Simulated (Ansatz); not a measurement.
Hf:

```
CELL_PARAMETERS angstrom
0.00000 2.22000 2.22000
2.22000 0.00000 2.22000
2.22000 2.22000 0.00000
ATOMIC_POSITIONS crystal
Hf 0.00000 0.00000 0.00000
```

This isn't the form of Hf at room conditions, which is hcp.

Base run:

```yaml
Program: Ansatz 0.2.0
Functional: PBEsol
Potentials_or_basis: all-electron LAPW, scalar-relativistic
Cutoff: 211 eV (chosen from the basis error)
Basis_error_allowed: 0.001 eV/atom
k_mesh: 10 × 10 × 10
Occupations: gaussian, width 0.02 eV
Spin: no spin polarisation
```

Its results: band gap on the k mesh none (metal or under the smearing width); pressure -1.8 GPa.

Question: The run is repeated on the same cell with these changes: functional from PBEsol to RPBE; occupations from gaussian, width 0.02 eV to gaussian, width 0.05 eV. What comes out?

Answer: Band gap on the k mesh none (metal or under the smearing width); pressure 5.9 GPa.
